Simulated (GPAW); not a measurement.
Runs of GPAW 26.7.0 on Ag. The structure is cubic, space group Fm-3m (No. 225). The conventional cell has a = 4.085 Å, b = 4.085 Å, c = 4.085 Å, α = 90.00°, β = 90.00°, γ = 90.00°. Ag (site symmetry m-3m) has 12 Ag at 2.89 Å as nearest neighbours. 

| task | level | potentials or basis | cell | cutoff (eV) | smearing | maxiter | eigensolver | convergence | supercell | supercell k mesh | other keys | gap on the mesh (eV) | pressure (GPa) | relaxed volume (Å³/atom) |
| --- | --- | --- | --- | --- | --- | --- | --- | --- | --- | --- | --- | --- | --- | --- |
| single point | PBE | GPAW PAW data sets (gpaw-data 1.2.1), pw | as given | 600 | gaussian 0.05 eV | 150 | - | - | - | - | - | none | 4.2 | - |
| phonons | OLYP+D4 | PAW data sets generated in the run's folder for this functional, pw | relaxed | 510 | fermi-dirac 0.05 eV | 50 | davidson | density=1e-06 eigenstates=1e-09 | 2 × 2 × 2 | 6 × 6 × 6 | several, not listed | none | 0.0 | - |
| relaxation of cell and atoms | revPBE+D4 | the program's PAW data sets (release 1.2.1) made for this functional, pw | relaxed | 600 | fermi-dirac 0.05 eV | 150 | - | density=1e-05 forces=0.0001 | - | - | - | none | 0.0 | (a) |
| relaxation of cell and atoms | RPBE+D4 | the program's PAW data sets (release 1.2.1) made for this functional, pw | relaxed | 600 | fermi-dirac 0.05 eV | 150 | - | density=1e-05 forces=0.0001 | - | - | - | none | -0.1 | 16.88 |
| single point | RPBE | the program's PAW data sets (release 1.2.1) made for this functional, pw | as given | 600 | gaussian 0.05 eV | 150 | - | - | - | - | - | none | 8.3 | - |
| relaxation of cell and atoms | BLYP+D3(BJ) | PAW data sets generated in the run's folder for this functional, pw | relaxed | 600 | fermi-dirac 0.05 eV | 150 | davidson | density=1e-05 forces=0.0001 | - | - | - | none | 0.0 | 16.88 |
| relaxation of cell and atoms | revPBE+D3(BJ) | the program's PAW data sets (release 1.2.1) made for this functional, pw | relaxed | 600 | fermi-dirac 0.05 eV | 150 | - | density=1e-05 forces=0.0001 | - | - | - | none | 0.2 | 16.46 |
| single point | PBE | GPAW PAW data sets (gpaw-data 1.2.1), pw | as given | 600 | gaussian 0.028 eV | 150 | - | - | - | - | - | none | 4.2 | - |

Alike in all rows: no spin polarisation; k mesh 11 × 11 × 11.

Task: Estimate the missing entries.

Result: (a) 16.83.

Caveats: pairwise dispersion overbinds metals, which lowers pressure and volume (some runs); later steps reuse the first step's grids (some runs); the cutoff is short for stress and forces, so pressures can be off by a GPa or more (some runs); phonon bands are interpolated from a small supercell (some runs).

A k mesh can miss the band edges, and the runs leave out spin-orbit coupling on Ag.

A gap of «none» marks a metal or a gap under the smearing width.
